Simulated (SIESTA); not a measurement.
SnO2 (Cassiterite) under changes of volume

One of the cells (11.922 Å³/atom); the others are scaled copies at fixed shape and fractional positions:

```
Sn O
1.0
     4.73800    0.00000    0.00000
     0.00000    4.73800    0.00000
     0.00000    0.00000    3.18650
Sn O
2 4
Direct
  0.50000 0.50000 0.50000
  0.00000 0.00000 0.00000
  0.80710 0.19290 0.50000
  0.69290 0.69290 0.00000
  0.19290 0.80710 0.50000
  0.30710 0.30710 0.00000
```

| Item | Value |
| --- | --- |
| Program | SIESTA 5.4.2 |
| Functional | PBE |
| Potentials or basis | SG15 1.2 (PBE files) or PseudoDojo by element |
| Basis | DZP (energy shift 0.003 Ry; two zetas on semicore shells) |
| Grid cutoff | 800 Ry |
| Energy shift | 0.003 Ry |
| k mesh | 4 × 4 × 6 |
| Occupations | fermi-dirac, width 0.05 eV |
| Spin | no spin polarisation |

| volume (Å³/atom) | energy over the lowest point (meV/atom) | pressure (GPa) | gap on the mesh (eV) | largest force (eV/Å) |
| --- | --- | --- | --- | --- |
| 11.207 | 181.22 | 37.9 | 1.72 | 0.655 |
| 11.445 | ? | ? | ? | ? |
| 11.684 | 88.67 | 24.6 | 1.21 | 0.415 |
| 11.922 | 55.76 | 19.7 | 0.97 | 0.325 |
| 12.161 | 30.08 | 14.7 | 0.74 | 0.239 |
| 12.399 | 11.80 | 10.0 | 0.53 | 0.154 |
| 12.637 | 0.00 | 6.0 | 0.32 | 0.073 |

Q: What does the run at 11.445 Å³/atom give?

A: Energy over the lowest point 129.95 meV/atom; pressure 31.0 GPa; gap on the mesh 1.45 eV; largest force 0.519 eV/Å.

Worked out: A Birch-Murnaghan fit of order 3 (a polynomial in V^(-2/3)) to the other rows has its minimum at 13.01 Å³/atom, just outside them, with B0 = V·E''(V) = 191 GPa and B' = 3.7 at fixed shape and positions, which overstates the stiffness. It gives 130.46 meV/atom at 11.445 Å³/atom, against the run's 129.95, and -dE/dV = 31.0 GPa, against 31.0. A straight line through the other rows of the gap, of slope -11.7 eV per unit of ln V (its deformation potential), gives 1.46 eV, against the run's 1.45.

Energies are extrapolated to zero smearing.

Caveats: spin-orbit coupling is left out, which moves the levels of the heavy elements; the basis of atomic orbitals isn't converged, which shifts pressures, moduli and gaps.
